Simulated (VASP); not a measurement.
# MgO, self-consistent run: which settings are enough?

MgO, P6_3/mmc (no. 194), 4 atoms in the cell. PBE; PAW potentials Mg, O (PBE set). VASP 6.6.1.

Wanted: energy within 0.2 meV/atom; levels at the zone centre within 0.003 eV.

What the run is for: comparing ways to start; Accuracy asked: tight.

Levels at the zone centre: counted from the valence top at that point.

POSCAR:
```
MgO
1.0
    3.4863778627      0.0000000000      0.0000000000
   -1.7431889314      3.0192917963      0.0000000000
    0.0000000000      0.0000000000      4.1780412200
Mg O
2 2
Direct
    0.3333333333      0.6666666667      0.2500000000
    0.6666666667      0.3333333333      0.7500000000
    0.3333333333      0.6666666667      0.7500000000
    0.6666666667      0.3333333333      0.2500000000
```

## How the run starts (with a second run first, the time holds both)

| How the run starts (with a second run first, the time holds both) | Energy less reference (meV/atom) | Levels at the zone centre, largest deviation (eV) | Time (s) |
|---|---|---|---|
| from scratch: 13 SCF iterations | 0.00 | 0.0000 | 18 |
| density of a coarse mesh (ICHARG 1): 13 + 7 SCF iterations | 0.00 | 0.0001 | 18 |
| orbitals of a lower cutoff (ISTART 1): 13 + 5 SCF iterations | 0.00 | 0.0004 | 20 |
| orbitals of a loose run: 10 + 3 SCF iterations | 0.00 | 0.0005 | 14 |

## Question

For each series: keep the first row unless others stay within half of the tolerance and take at least 30 % less time, and then take the fastest.

## Answer

- How the run starts (with a second run first, the time holds both): from scratch: 13 SCF iterations

The chosen settings are those of the reference run.

Values of the reference run: Levels at the zone centre: -0.8045, 0, 3.439 eV from the valence top at Gamma.

## The input

INCAR:
```
SYSTEM = MgO
GGA      = PE             ! functional
ISMEAR   = 0              ! smearing method
SIGMA    = 0.03           ! smearing width, eV
LWAVE    = .FALSE.        ! write WAVECAR
LCHARG   = .FALSE.        ! write CHGCAR
ISIF     = 2              ! what is computed and relaxed
PREC     = Accurate       ! precision mode
LASPH    = .TRUE.         ! aspherical terms in the spheres
LREAL    = .FALSE.        ! projectors in reciprocal space
ALGO     = Normal         ! electronic algorithm
EDIFF    = 1E-6           ! SCF threshold, eV
NELM     = 120            ! most SCF steps
GGA_COMPAT= .FALSE.      
ENCUT    = 520            ! plane-wave cutoff, eV
EFERMI   = MIDGAP        
```

KPOINTS:
```
k-points
0
Gamma
  8 8 6
```

Commands:
```
cat potpaw_PBE.64/Mg/POTCAR potpaw_PBE.64/O/POTCAR > POTCAR
mpirun -np 1 vasp_std > vasp.out
```

The chosen input took VASP 6.6.1 18 s on 1 core (Intel Xeon Platinum 8259CL @ 2.50GHz (Skylake/Cascade Lake)), a shared host.

## An input that fails: restart asked without its files

VASP's message: ERROR: charge density could not be read from file CHGCAR for ICHARG>10.

Changes against the starting input:
```
- NELM = 120
+ NELM = 60
+ ICHARG = 11
```
